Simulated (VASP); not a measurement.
Input of a VASP 6.6.1 run:

INCAR

```
PREC = Accurate
ENCUT = 520
EDIFF = 1E-7
ISMEAR = 1
SIGMA = 0.1
LREAL = F
LASPH = T
NELM = 80
ALGO = Normal
ISIF = 2
LWAVE = F
LCHARG = F
LDIPOL = T
IDIPOL = 3
DIPOL = 0.5 0.5 0.500
GGA = PE
IVDW = 12
LVHAR = T
LVACPOTAV = T
ICORELEVEL = 1
```

Contents of KPOINTS:

```
regular mesh
0
Gamma
  9 9 1
```

The input POSCAR:

```
Sb                                      
1.0
    4.3223837000      0.0000000000      0.0000000000
   -2.1611921500      3.7432942600      0.0000000000
    0.0000000000      0.0000000000     20.2168760400
  Sb            
     4
Direct
     0.3333332200000001    0.6666666100000000    0.3689345656210624
     0.6666665099999989    0.3333332600000034    0.4450259185516610
     0.9999997999999977    0.9999998999999988    0.5549740814483392
     0.3333330899999964    0.6666665500000022    0.6310654343789376
```

Potentials or basis: VASP PAW PBE potentials, release 64 (Sb).

Command:

```bash
$ cat potpaw_PBE.64/Sb/POTCAR > POTCAR
$ mpirun -np 1 vasp_std > vasp.out
```

Estimate the work function of the lower face.

4.29 eV.

What does it give for the dispersion energy per atom?

-0.324 eV.

Forces on the atoms (eV/Å):
```
Sb   0.000  0.000  0.007
Sb   0.000  0.000 -0.009
Sb   0.000  0.000  0.009
Sb   0.000  0.000 -0.007
```

Spin-orbit coupling is left out, which matters for the levels of Sb.
